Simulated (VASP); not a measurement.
Crystal: Au.

```xyz
1
Lattice="2.7484 0.0000 0.0000 0.0000 2.7484 0.0000 0.0000 0.0000 2.7484" Properties=species:S:1:pos:R:3 pbc="T T T"
Au    1.3742    1.3742    1.3742
```

The cell was built by a generator and needn't be a form met in nature.

Base run:

```yaml
Program: VASP 6.6.1
Functional: r2SCAN
Potentials_or_basis: VASP PAW PBE potentials, release 64 (Au)
Cutoff: 520 eV
k_mesh: 10 × 10 × 10
Occupations: fermi-dirac, width 0.05 eV
Spin: no spin polarisation
```

Its results: pressure -3.0 GPa.

Task: After a change of settings the same cell gave: pressure -6.7 GPa. Which change was it?
A. functional from r2SCAN to TPSS
B. functional from r2SCAN to SCAN
C. functional from r2SCAN to BLYP; further incar settings from ALGO = Normal; EDIFF = 1e-06 to ALGO = Fast; EDIFF = 1e-06
D. functional from r2SCAN to RPBE; further incar settings from ALGO = Normal; EDIFF = 1e-06 to ALGO = Fast; EDIFF = 1e-06

Result: B.

Caveats: the PAW data sets were made with another functional, which shifts forces and pressure a little.

Runs at the PBE level aren't shown here.
